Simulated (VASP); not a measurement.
# PbTe, self-consistent run: which settings are enough?

PbTe, P1 (no. 1), 2 atoms in the cell. PBE; PAW potentials Pb_d, Te (PBE set). VASP 6.6.1. The atoms are moved at random off their ideal places.

Wanted: energy within 1 meV/atom; forces within 0.005 eV/Å; pressure within 0.1 GPa.

POSCAR:
```
TePb
1.0
    0.0000000000      3.2310000000      3.2310000000
    3.2310000000      0.0000000000      3.2310000000
    3.2310000000      3.2310000000      0.0000000000
Pb Te
1 1
Direct
   -0.0014010000      0.0053550000     -0.0009410000
    0.5070250000      0.4934680000      0.5030170000
```

## One numerical tag moved

| One numerical tag moved | Energy less reference (meV/atom) | Forces, largest deviation (eV/Å) | Pressure (GPa) | SCF iterations | Time (s) |
|---|---|---|---|---|---|
| default | 0.0 | 0.0000 | 2.13 | 14 | 61 |
| NDAV = 2 | 0.0 | 0.0000 | 2.13 | 14 | 82 |
| DEPER = 0.05 | 0.0 | 0.0000 | 2.13 | 14 | 104 |
| LMAXPAW = -1 | 0.3 | 0.0006 | 2.08 | 13 | 75 |
| DEPER = 0.6 | 0.0 | 0.0000 | 2.13 | 14 | 79 |
| WEIMIN = 0.0 | 0.0 | 0.0000 | 2.13 | 14 | 78 |
| NDAV = 8 | 0.0 | 0.0000 | 2.13 | 14 | 79 |
| LMAXPAW = 0 | 0.0 | 0.0002 | 2.13 | 14 | 85 |
| EBREAK = 1e-10 | 0.0 | 0.0000 | 2.13 | 14 | 102 |

Chosen: default; no other choice that stays within half of the tolerance saves 30 % of the time.

## The input

INCAR:
```
PREC = Accurate
ENCUT = 520
EDIFF = 1E-7
ISMEAR = 0
SIGMA = 0.02
LREAL = False
LASPH = True
ALGO = Normal
NELM = 100
ISIF = 2
LWAVE = False
LCHARG = False
```

KPOINTS:
```
k-points
0
Gamma
  6 6 6
```

Commands:
```
cat potpaw_PBE.64/Pb_d/POTCAR potpaw_PBE.64/Te/POTCAR > POTCAR
mpirun -np 1 vasp_std > vasp.out
```

The chosen input took VASP 6.6.1 61 s on 1 core (Intel Xeon Platinum 8488C (Sapphire Rapids)), a shared host.
